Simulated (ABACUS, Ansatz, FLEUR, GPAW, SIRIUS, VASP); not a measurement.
# Pt: 6 runs at one level of theory

```
Pt
1.0
     0.00000    1.96090    1.96090
     1.96090    0.00000    1.96090
     1.96090    1.96090    0.00000
Pt
1
Direct
  0.00000 0.00000 0.00000
```

Alike in all runs: task equation of state; functional PBEsol; k mesh 12 × 12 × 12; occupations fermi-dirac, width 0.05 eV; no spin polarisation; no spin-orbit coupling.

| program and potentials | plane-wave cutoff (eV) | notes | equilibrium volume (Å³/atom) | bulk modulus (GPa) |
| --- | --- | --- | --- | --- |
| ABACUS, PseudoDojo NC SR 0.4.1 PBEsol standard, plane waves | 1143 | - | 15.02 | 287.3 |
| SIRIUS, PseudoDojo 0.4.1 PBEsol standard (scalar relativistic) | 1152 | - | 15.02 | 287.3 |
| GPAW, PAW data sets generated for this functional | 600 | - | 15.03 | 282.9 |
| Ansatz, all-electron LAPW, scalar-relativistic | - | - | 15.05 | 286.2 |
| VASP, PBE PAW files Pt, 520 eV | 520 | potentials made for PBE | 15.03 | 287.6 |
| FLEUR, all-electron, FLAPW | - | - | 15.05 | 287.0 |

The equilibrium volume spans 15.02 (ABACUS, PseudoDojo NC SR 0.4.1 PBEsol standard, plane waves) to 15.05 Å³/atom (FLEUR, all-electron, FLAPW), with all-electron results at 15.05. The bulk modulus spans 282.9 (GPAW, PAW data sets generated for this functional) to 287.6 GPa (VASP, PBE PAW files Pt, 520 eV), with all-electron results at 286.2 to 287.0. For a metal such a mesh isn't converged, which the comparison doesn't need.

The functional is the same throughout but for its coding, so the spread measures potentials, basis and numerics; runs on potential files found faulty are left out.

The six runs describe practically the same equation of state for platinum. ABACUS and SIRIUS, which use the same family of norm-conserving potentials, agree to the last printed digit, so their small volume offset from the all-electron 15.05 Å³/atom probably comes from the potentials rather than the codes. The PBE-derived VASP files do no worse, which suggests that the core-valence inconsistency matters little here.

Only GPAW's bulk modulus, 282.9 GPa, stands apart. Its volume matches VASP's, and a slightly compressed equilibrium would normally go with a stiffer lattice, so the deviation lies in the curvature of the energy curve, which is more sensitive to the data set and the fit than the position of the minimum is.

The high stiffness common to all runs reflects cohesion through the broad 5d band, whose extended orbitals overlap strongly and resist compression together with the sp electrons. The close agreement doesn't show how much spin-orbit coupling would shift either quantity, since an omission shared by all runs leaves no trace in their spread.
